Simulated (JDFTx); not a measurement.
Here is a JDFTx 1.7.0 (patched build) calculation.

TiB2.in

```
lattice \
    5.7243583767    -2.8621791884     0.0000000000 \
    0.0000000000     4.9574397745     0.0000000000 \
    0.0000000000     0.0000000000     6.1007918207
coords-type Lattice
ion Ti    -0.0033710000    -0.0139150000    -0.0152660000 1
ion B      0.6563980000     0.3134780000     0.5027410000 1
ion B      0.3314890000     0.6664920000     0.4940860000 1

ion-species pseudo/Ti.upf
ion-species pseudo/B.upf
elec-cutoff 42 336
elec-ex-corr gga-PBE
kpoint-folding 10 10 8
elec-smearing Fermi 0.0018374661
elec-n-bands 15
electronic-SCF nIterations 100 energyDiffThreshold 1e-09
electronic-minimize nIterations 30 energyDiffThreshold 1e-7
converge-empty-states yes
forces-output-coords Cartesian

dump-name run.$VAR
dump End Ecomponents EigStats BandEigs Kpoints Forces Stress
```

Potentials or basis: PseudoDojo-SR-PBE-0.5-standard.

Run with:

```console
$ jdftx -c 1 -i TiB2.in -o TiB2.out
```

Estimate the pressure.

0.8 GPa.

Estimate the band gap on the k mesh.

none (metal or under the smearing width).

What does it give for the largest force?

0.947 eV/Å.

What does it give for the Loewdin charges?

Ti +0.87; B -0.42 e.

Forces in eV/Å, atoms in the order of the input:
```
Ti  -0.205  0.139  0.636
B    0.046  0.780 -0.474
B    0.160 -0.919 -0.162
```

Caveat: the empty levels aren't tightly converged.
